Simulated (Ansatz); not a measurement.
Wanted: the native input for an Ansatz 0.2.0 run.

- Task: band structure
- Functional: PBEsol
- Potentials or basis: all-electron LAPW, scalar-relativistic
- Cutoff: 227 eV (chosen from the basis error)
- Basis error allowed: 0.002 eV/atom
- k mesh: 7 × 7 × 4
- Occupations: fermi-dirac, width 0.05 eV
- Spin: no spin polarisation

Crystal: CdS (Greenockite).

```
Cd S
1.0
     4.15000    0.00000    0.00000
    -2.07500    3.59401    0.00000
     0.00000    0.00000    6.73700
Cd S
2 2
Direct
  0.66667 0.33333 0.50000
  0.33333 0.66667 0.00000
  0.66667 0.33333 0.87500
  0.33333 0.66667 0.37500
```

The input as run:

input.yaml

```yaml
crystal:
  lattice:
    - [4.15, 0.0, 0.0]
    - [-2.075, 3.5940054257, 0.0]
    - [0.0, 0.0, 6.737]
  atoms:
    - { symbol: Cd, position: [0.6666666667, 0.3333333333, 0.5] }
    - { symbol: Cd, position: [0.3333333333, 0.6666666667, 0.0] }
    - { symbol: S, position: [0.6666666667, 0.3333333333, 0.875] }
    - { symbol: S, position: [0.3333333333, 0.6666666667, 0.375] }
kpoints:
  mp_grid: { grid: [7, 7, 4] }
  band_path:
    path:
      - [0.0, 0.0, 0.0]
      - [0.5, 0.0, 0.0]
      - [0.3333333333, 0.3333333333, 0.0]
      - [0.0, 0.0, 0.0]
      - [0.0, 0.0, 0.5]
      - [0.5, 0.0, 0.5]
      - [0.3333333333, 0.3333333333, 0.5]
      - [0.0, 0.0, 0.5]
    npoints: 10
scf:
  occupations: { method: fermi_dirac, width: 0.05 }
hamiltonian:
  xc: pbesol
  pseudopotentials: { kind: all_electron, lapw: { basis_error: 0.002 } }
output:
  forces: true
  stress: true
  eigenvalues: true
```

Potentials or basis: all-electron LAPW, scalar-relativistic.

Launch:

```bash
$ ansatz run input.yaml --threads 2 --pin off --max-ram 8192MiB --backend cpu --events-out ev --progress --plain --runs-dir out
```

Results of the run:

```yaml
Pressure: -1.0 GPa
Largest_force: 0.065 eV/Å
Band_gap_on_the_k_mesh: 1.06 eV, direct
Band_gap_along_the_path: 1.06 eV, direct
```

It took 44 s on 2 threads of Intel(R) Xeon(R) Processor @ 2.50GHz (Skylake/Cascade Lake), on a shared host, peak memory 0.4 GiB.
